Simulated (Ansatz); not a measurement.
**VO2: what a change does to the field gradients**

Base: an entry of the Crystallography Open Database (COD), whose atoms a relaxation with PBE at fixed cell left in place.

```
V O
1.0
     4.55460    0.00000    0.00000
     0.00000    4.55460    0.00000
     0.00000    0.00000    2.85280
V O
2 4
Direct
  0.00000 0.00000 0.00000
  0.50000 0.50000 0.50000
  0.30010 0.30010 0.00000
  0.19990 0.80010 0.50000
  0.69990 0.69990 0.00000
  0.80010 0.19990 0.50000
```

Sites (sets of like atoms) are named by element and the number of their first atom in this list.

Level of theory: DFT, PBE, plane waves and PAW, scalar-relativistic, collinear spin, 420 eV cutoff, Γ-centred 10×10×16 k-points, Fermi–Dirac smearing 0.05 eV (Ansatz 0.2.0). Start moments as typed (μB): 1 on each V, none on the rest.

Problem. Variant: z compressed by 3 %, ions relaxed. What happens to the gradients (10²¹ V/m²)?

Solution. 

| site | atoms | V_zz base | η base | V_zz variant | η variant |
| --- | --- | --- | --- | --- | --- |
| V | 1, 2 | -0.71 | 0.09 | -1.93 | 0.37 |
| O | 3, 4, 5, 6 | -2.91 | 0.90 | 2.88 | 0.93 |

The largest change of V_zz along a kept axis is on V, from -0.71 to -1.93. On V V_xx and V_yy change places (or their axes turn by over 50°), so the two values of η hide a larger change. On O the largest principal value lies along another axis in the second run, so the two V_zz can't be compared directly.

With no gap above 0.1 eV, as in a metal, the gradients converge slowly in k; expect changes of a tenth or more on a denser mesh. Semilocal functionals can leave a metal where correlation in the d or f shell opens a gap in the real compound, and that would change the values at and beside V. All moments are parallel here, as the start or the cell imposes; many such compounds order antiparallel, where fields and spin densities carried over to other atoms largely cancel.
For the base: The magnetic order is the one that the run reached from its start moments, not necessarily the measured one.
For the variant: At this changed cell the PBE pressure is 10 GPa. The magnetic order is the one that the run reached from its start moments, not necessarily the measured one (the real compound may not order at all).
